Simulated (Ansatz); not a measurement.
A run of Ansatz 0.2.0 is set up as follows.

Contents of input.yaml:

```yaml
crystal:
  lattice:
    - [0.0, 2.0859016414, 2.0859016414]
    - [2.0859016414, 0.0, 2.0859016414]
    - [2.0859016414, 2.0859016414, 0.0]
  atoms:
    - { symbol: Ni, position: [0.0, 0.0, 0.0], spin: 1.0 }
    - { symbol: O, position: [0.5, 0.5, 0.5] }
kpoints:
  mp_grid: { grid: [11, 11, 11] }
  band_path:
    path:
      - [0.0, 0.0, 0.0]
      - [0.5, 0.0, 0.5]
      - [0.5, 0.25, 0.75]
      - [0.375, 0.375, 0.75]
      - [0.0, 0.0, 0.0]
      - [0.5, 0.5, 0.5]
      - [0.625, 0.25, 0.625]
      - [0.5, 0.25, 0.75]
    npoints: 8
scf:
  occupations: { method: fermi_dirac, width: 0.05 }
hamiltonian:
  xc: lda
  pseudopotentials: { kind: all_electron, lapw: { basis_error: 0.001 } }
magnetization:
  spin_polarized: true
output:
  forces: true
  stress: true
  eigenvalues: true
```

Potentials or basis: all-electron LAPW, scalar-relativistic.

Command:

```sh
$ ansatz run input.yaml --threads 2 --pin off --max-ram 6144MiB --backend cpu --events-out ev --progress --plain --runs-dir out
```

(1) Estimate the pressure.

(2) Predict the site moments.

## Answers

(1) -19.8 GPa.

(2) Ni -0.26; O -0.04 μB.

Caveat: semilocal functionals often make such compounds metallic where correlation or magnetic order opens a gap, which also shifts bond lengths.

**What was measured.**

“Local correlations, non-local screening, multiplets, and band formation in NiO”, 2012, arxiv:1210.6675 quotes, for a bulk crystal of NiO: band gap 4.3 eV.

Measured gap of NiO: 4.3 eV (quoted in “Local correlations, non-local screening, multiplets, and band formation in NiO”, 2012, arxiv:1210.6675). This calculation gives 0.00 eV (-4.30 eV). So large a miss can be the level of theory's own, or it may mean another phase, state or a wrong row. The value is that of LDA, without temperature or zero-point motion. Semilocal functionals fall short of measured gaps as a rule. The run's magnetic order (collinear spin, ferromagnetic start) needn't be the measured crystal's.
